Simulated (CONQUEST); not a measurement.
FePt (Tetraferroplatinum):

```xyz
2
Lattice="2.7235 0.0000 0.0000 0.0000 2.7235 0.0000 0.0000 0.0000 3.7200" Properties=species:S:1:pos:R:3 pbc="T T T"
Pt    1.3618    1.3618    1.8600
Fe    0.0000    0.0000    0.0000
```

* Program: CONQUEST 1.3
* Task: single point
* Functional: PBE
* Potentials or basis: PseudoDojo NC PBE, DZP, grid cutoff 150 Ha
* k mesh: 8 × 8 × 6
* Occupations: fermi-dirac, width 0.05 eV
* Spin: collinear spin, ferromagnetic start
* Starting moments: [0.0, 3.0] μB

On this cell: pressure 6.1 GPa; largest force under 0.003 eV/Å; net moment 3.39 μB per cell; site moments Pt +0.31; Fe +3.08 μB; band gap on the k mesh none (metal or under the smearing width).

The same run follows on a disturbed copy (atoms moved at random, drawn with an rms of 0.05 Å):

```
CELL_PARAMETERS angstrom
2.72350 0.00000 0.00000
0.00000 2.72350 0.00000
0.00000 0.00000 3.72000
ATOMIC_POSITIONS crystal
Pt 0.49727 0.49659 0.49781
Fe 0.01900 0.99122 0.98842
```

Task: What does the disturbed cell give?

Result: The energy (extrapolated to zero smearing) moves by +8.8 meV/atom; pressure 6.4 GPa; largest force 0.495 eV/Å; net moment 3.39 μB per cell; site moments Pt +0.31; Fe +3.08 μB; band gap on the k mesh none (metal or under the smearing width).

Forces in eV/Å, atoms in the order of the input:
```
Pt   0.306 -0.078 -0.381
Fe  -0.287  0.109  0.384
```

Stress tensor (GPa, compression positive):
```
 6.40 -0.14 -0.42
-0.14  6.47  0.12
-0.42  0.12  6.29
```

The forces don't sum to zero, so they hold noise of the program's grid.

Caveats: moments can come out somewhat high in this basis; the basis of atomic orbitals isn't converged, which shifts pressures, moduli and gaps.
